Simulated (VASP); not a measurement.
Write the native input for VASP 6.6.1 that does the following.

- Task: single point
- Functional: PBE
- Dispersion: D3(BJ)
- Potentials or basis: VASP PAW PBE potentials, release 64 (S, Hf_pv)
- Cutoff: 520 eV
- k mesh: 9 × 9 × 1
- Occupations: gaussian, width 0.02 eV
- Spin: no spin polarisation
- Dipole correction: yes
- Further INCAR settings: ALGO = Normal; EDIFF = 1e-06; NBANDS = 18

The structure of HfS2 lies in POSCAR:

```
HfS2
1.0
    3.6064565152      0.0000000000      0.0000000000
   -1.8032282576      3.1232829598      0.0000000000
    0.0000000000      0.0000000000     31.8247011813
S Hf
2 1
Direct
    0.6666666667      0.3333333333      0.4542438659
    0.3333333333      0.6666666667      0.5457561341
    0.0000000000      0.0000000000      0.5000000000
```

These files were run (other wordings do the same):

INCAR

```
  PREC = Accurate
  ENCUT = 520
  EDIFF = 1E-6
  ISMEAR = 0
  SIGMA = 0.02
  LREAL = F
  LASPH = T
  NELM = 100
  ALGO = Normal
  ISIF = 2
  LWAVE = F
  LCHARG = F
  LDIPOL = T
  IDIPOL = 3
  DIPOL = 0.5 0.5 0.500
  GGA = PE
  IVDW = 12
  NBANDS = 18
```

KPOINTS

```
regular mesh
0
Gamma
  9 9 1
```

Potentials or basis: VASP PAW PBE potentials, release 64 (S, Hf_pv).

Run with:

```sh
$ cat potpaw_PBE.64/S/POTCAR potpaw_PBE.64/Hf_pv/POTCAR > POTCAR
$ mpirun -np 1 vasp_std > vasp.out
```

It gave:

```
Largest force              : 0.012 eV/Å
Band gap on the k mesh     : 1.22 eV, indirect (least direct gap 2.07 eV)
Dispersion energy per atom : -0.230 eV
```

Caveat: spin-orbit coupling is left out, which moves the levels of the heavy elements.

Run time: 2.3 min on 1 thread of Intel(R) Xeon(R) Platinum 8488C (Sapphire Rapids), on a shared host, peak memory 0.46 GiB.
